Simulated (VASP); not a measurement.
Wanted: the native input for a VASP 6.6.1 run.

* Task: single point
* Functional: LDA
* Potentials or basis: VASP PAW LDA potentials, release 64 (Sr_sv, O_h)
* Cutoff: 900 eV
* k mesh: 7 × 7 × 7
* Occupations: gaussian, width 0.01 eV
* Spin: spin-orbit coupling, no magnetisation
* Further INCAR settings: ALGO = Fast; EDIFF = 1e-06; NBANDS = 28

The structure of SrO lies in POSCAR:

```
SrO
3.6293
    0.000000000000      0.707106053509      0.707106053509
    0.707106053509      0.000000000000      0.707106053509
    0.707106053509      0.707106053509      0.000000000000
Sr O
1 1
Direct
    0.5000000000      0.5000000000      0.5000000000
    0.0000000000      0.0000000000      0.0000000000
```

One way to write it, as run:

INCAR

```
PREC = Accurate
ENCUT = 900
EDIFF = 1E-6
ISMEAR = 0
SIGMA = 0.01
LREAL = F
LASPH = T
NELM = 80
ALGO = Fast
ISIF = 2
LWAVE = F
LCHARG = F
MAGMOM = 0 0 0 0 0 0
LORBIT = 11
LSORBIT = T
GGA_COMPAT = F
NBANDS = 28
```

KPOINTS

```
regular mesh
0
Gamma
  7 7 7
```

Potentials or basis: VASP PAW LDA potentials, release 64 (Sr_sv, O_h).

Run with:

```sh
$ cat potpaw_LDA.64/Sr_sv/POTCAR potpaw_LDA.64/O_h/POTCAR > POTCAR
$ mpirun -np 1 vasp_ncl > vasp.out
```

Results of the run:

```
Pressure                                              : -3.4 GPa
Valence electrons inside the program's atomic spheres : Sr 8.12; O 3.32
```

Caveat: the cutoff is under 1.25 times the usual one of these potentials, so pressure, stress and relaxed cells hold a basis-set (Pulay) error.

Wall time 2.4 min on 1 thread of AMD EPYC 9R45 (Zen 5) (shared host), peak memory 0.3 GiB.
